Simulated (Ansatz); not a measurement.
Ga:

```xyz
1
Lattice="2.7165 0.0000 0.0000 0.0000 2.7165 0.0000 0.0000 0.0000 2.7165" Properties=species:S:1:pos:R:3 pbc="T T T"
Ga    0.0000    0.0000    0.0000
```

The cell was built by a generator and needn't be a form met in nature.

Base run:

```yaml
Program: Ansatz 0.2.0
Functional: RPBE
Potentials_or_basis: Ansatz PAW
Cutoff: "420 eV (not typed: the program's choice for these potentials)"
k_mesh: 10 × 10 × 10
Occupations: fermi-dirac, width 0.05 eV
Spin: no spin polarisation
```

Its results: band gap on the k mesh none (metal or under the smearing width); pressure 1.9 GPa.

Question: After a change of settings the same cell gave: band gap on the k mesh none (metal or under the smearing width); pressure 5.0 GPa. Which change was it?
A. functional from RPBE to BLYP
B. functional from RPBE to revPBE
C. functional from RPBE to PBEsol
D. functional from RPBE to r2SCAN; cutoff from 420 eV (not typed: the program's choice for these potentials) to 500 eV (not typed: the program's choice for these potentials)

Answer: A.

Caveats: the PAW data sets come from PBE, with cores solved anew for the run's functional, which leaves a small shift of forces and pressure.

Runs at the PBE level aren't shown here.
